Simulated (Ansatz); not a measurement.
Geometry optimisation in Ansatz: input, command and trajectory.

```yaml
crystal:
  lattice:
    - [2.81940321, 0.0, 0.0]
    - [0.0, 2.81940321, 0.0]
    - [0.0, 0.0, 2.81940321]
  atoms:
    - { symbol: Al, position: [0.0, 0.0, 0.0] }
    - { symbol: Co, position: [0.5, 0.5, 0.5] }
basis:
  ecutwfc: 420
kpoints:
  mp_grid: { grid: [14, 14, 14] }
hamiltonian:
  xc: pbesol
scf:
  occupations: { method: gaussian, width: 0.1 }
output:
  forces: true
  stress: true
  eigenvalues: true
  write_density: true
  write_potential: true
  elf: true
  volumetric_format: npy
relax:
  adjacent_minimum: "off"
  f_tol: 0.005
  max_steps: 80
  cell: { stress_tol: 0.05 }
```

```bash
ansatz run input.yaml --threads 1 --pin off --max-ram 2560MiB --backend cpu --events-out ev --progress --plain --runs-dir out
```

All numbers below come from Ansatz, DFT PBEsol, scalar-relativistic, plane waves, PAW.

Of 4 frames 3 are shown, positions in Å and forces in eV/Å; the SCF threshold varies from step to step. Steps run on the plane waves of an earlier cell, with a Pulay correction in the pressure. The basis is chosen afresh for the last frame, the zero of the energies, and at times for earlier ones too; energy and pressure step there, also at an unchanged geometry. Spin polarisation was left out; whether the Co atoms would carry moments isn't shown by this run.

```xyz
2
Lattice="2.8194 0.0000 0.0000 0.0000 2.8194 0.0000 0.0000 0.0000 2.8194" Properties=species:S:1:pos:R:3:forces:R:3 pbc="T T T" step=1 free_energy_over_end_meV_per_atom=0.07 pressure_GPa=0.67
Al    0.0000    0.0000    0.0000    0.0000    0.0000    0.0000
Co    1.4097    1.4097    1.4097    0.0000    0.0000    0.0000
2
Lattice="2.8212 0.0000 0.0000 0.0000 2.8212 0.0000 0.0000 0.0000 2.8212" Properties=species:S:1:pos:R:3:forces:R:3 pbc="T T T" step=2 free_energy_over_end_meV_per_atom=0.02 pressure_GPa=0.29
Al    0.0000    0.0000    0.0000    0.0000    0.0000    0.0000
Co    1.4106    1.4106    1.4106    0.0000    0.0000    0.0000
2
Lattice="2.8226 0.0000 0.0000 0.0000 2.8226 0.0000 0.0000 0.0000 2.8226" Properties=species:S:1:pos:R:3:forces:R:3 pbc="T T T" step=4 free_energy_over_end_meV_per_atom=0.00 pressure_GPa=0.01
Al    0.0000    0.0000    0.0000    0.0000    0.0000    0.0000
Co    1.4113    1.4113    1.4113    0.0000    0.0000    0.0000
```

Time: 11 s on 1 thread of Intel(R) Xeon(R) Platinum 8488C (Sapphire Rapids), with other jobs on the host, peak memory 0.38 GiB.